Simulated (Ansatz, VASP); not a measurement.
## Two plane-wave programs on KBr

Contents of INCAR:

```
PREC = Accurate ; ENCUT = 520
EDIFF = 1E-6 ; ISMEAR = 0
SIGMA = 0.02 ; LREAL = F
LASPH = T ; NELM = 100
ALGO = Normal ; ISIF = 2
LWAVE = F ; LCHARG = F
GGA = PE ; NBANDS = 15
```

Contents of KPOINTS:

```
Automatic mesh
0
Gamma
  6 6 6
```

The input POSCAR:

```
KBr
1.0
    0.0000000000      3.2925000000      3.2925000000
    3.2925000000      0.0000000000      3.2925000000
    3.2925000000      3.2925000000      0.0000000000
K Br
1 1
Direct
    0.0000000000      0.0000000000      0.0000000000
    0.4772209567      0.5227790433      0.5227790433
```

Input for Ansatz:

```yaml
crystal:
  lattice:
    - [0.0, 3.2925, 3.2925]
    - [3.2925, 0.0, 3.2925]
    - [3.2925, 3.2925, 0.0]
  atoms:
    - { symbol: K, position: [0.0, 0.0, 0.0] }
    - { symbol: Br, position: [0.4772209567, 0.5227790433, 0.5227790433] }
basis:
  ecutwfc: 420
kpoints:
  mp_grid: { grid: [6, 6, 6] }
hamiltonian:
  xc: pbe
scf:
  occupations: { method: gaussian, width: 0.02 }
output:
  forces: true
  stress: true
  eigenvalues: true
```

Change from the starting cell: one atom moved.

Alike in both runs: task single point; functional PBE; k mesh 6 × 6 × 6; occupations gaussian, width 0.02 eV; no spin polarisation.

|  | VASP | Ansatz |
| --- | --- | --- |
| version | VASP 6.6.1 | Ansatz 0.2.0 |
| potentials or method | VASP PAW PBE potentials, release 64 (K_sv, Br) | scalar-relativistic, plane waves, PAW |
| plane-wave cutoff (eV) | 520 | 420 |
| valence electrons in the cell | 16 | 16 |

VASP gave:

- gap on the k mesh at the Fermi level (eV): 4.46
- least direct gap on the mesh (eV): 4.46
- pressure (GPa): 1.0
- largest component of the traceless stress (GPa): 0.33
- rms of the force components (eV/Å): 0.119

Problem. What did Ansatz give for the same quantities?

Solution. gap on the k mesh at the Fermi level (eV): 4.46; least direct gap on the mesh (eV): 4.46; pressure (GPa): 1.0; largest component of the traceless stress (GPa): 0.33; rms of the force components (eV/Å): 0.117.

Atom by atom the forces differ by 0.002 eV/Å (rms over components). The functional is the same, so the differences come from potentials, cutoffs and numerics.
